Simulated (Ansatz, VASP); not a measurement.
Se: VASP beside Ansatz

```
Se
1.0
     4.40695    0.00000    0.00000
    -2.20347    3.81653    0.00000
     0.00000    0.00000    4.89627
Se
3
Direct
  0.22552 0.00000 0.16667
  0.00000 0.22552 0.83333
  0.77448 0.77448 0.50000
```

Alike in both runs: task single point; functional r2SCAN; k mesh 9 × 9 × 6; occupations gaussian, width 0.02 eV; no spin polarisation.

|  | VASP | Ansatz |
| --- | --- | --- |
| version | VASP 6.6.1 | Ansatz 0.2.0 |
| potentials or method | VASP PAW PBE potentials, release 64 (Se) | scalar-relativistic, plane waves, PAW |
| plane-wave cutoff (eV) | 520 | 500 |
| valence electrons in the cell | 18 | 48 |

|  | VASP | Ansatz | Ansatz less VASP |
| --- | --- | --- | --- |
| gap on the k mesh at the Fermi level (eV) | 1.39 | 1.40 | +0.002 |
| least direct gap on the mesh (eV) | 1.69 | 1.70 | +0.011 |
| pressure (GPa) | 1.3 | 1.3 | +0.03 |
| largest component of the traceless stress (GPa) | 0.98 | 1.00 | +0.015 |

With one functional, cell and mesh, what is left measures potentials, basis and numerics. The two sets of potentials don't hold the same shells in valence.

Caveats: the PAW data sets were made with another functional, which shifts forces and pressure a little (VASP); an odd mesh through Γ misses points on the zone boundary, where band edges often lie. r2SCAN opens gaps a little over a GGA but as a rule still falls short of measured ones.
